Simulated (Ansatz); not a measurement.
**GaAs: strain energy, fitted**

GaAs, F-43m, a = 5.658 Å. Ansatz: PBEsol, PAW, 420 eV, Γ-centred 10×10×6 mesh on 4 atoms, Gaussian smearing 0.01 eV; no spin polarisation. Series: strain along c alone, the other axes held, atoms fixed by symmetry; x is the strain in per cent. The axes a, b, c are those of the computed cell (4.001, 4.001, 5.658 Å), along [1 1 0], [-1 1 0], [0 0 1] of the cell named above. y is the free energy over the unstrained cell, V0 = 22.641 Å³/atom.

| x (%) | y (meV/atom) |
| --- | --- |
| -6.0 | ? |
| -4.0 | 13.02 |
| -2.0 | 3.26 |
| 0.0 | 0.00 |
| 2.0 | 2.95 |
| 4.0 | 11.79 |
| 6.0 | 26.08 |

Question: Fit y = c2 x² + c3 x³ to the other rows, turn c2 into a modulus, and predict the missing energy.

Answer: Least squares on the rows shown. y = 0.77739 x² − 0.0089659 x³. In eV per unit strain² c2 is 7.774; this is C33 with relaxed ions (E = ½ C33 V0 ε²): 2 × 7.774 × 160.2 / (22.641) = 110 GPa. The unstrained cell keeps some stress along the strain, worth a slope of -0.05 meV/atom per %, which the form leaves out. At x = -6.0 the fit asked for gives 29.92 meV/atom. The run gave 29.55 meV/atom, so the fit is 0.37 meV/atom too high, 1.3 % of the span of the series, against an rms of 0.06 meV/atom on the fitted rows. The row lies outside the fitted range. With a term in x⁴ added, a fit to the same known rows predicts 30.27 meV/atom, further off still.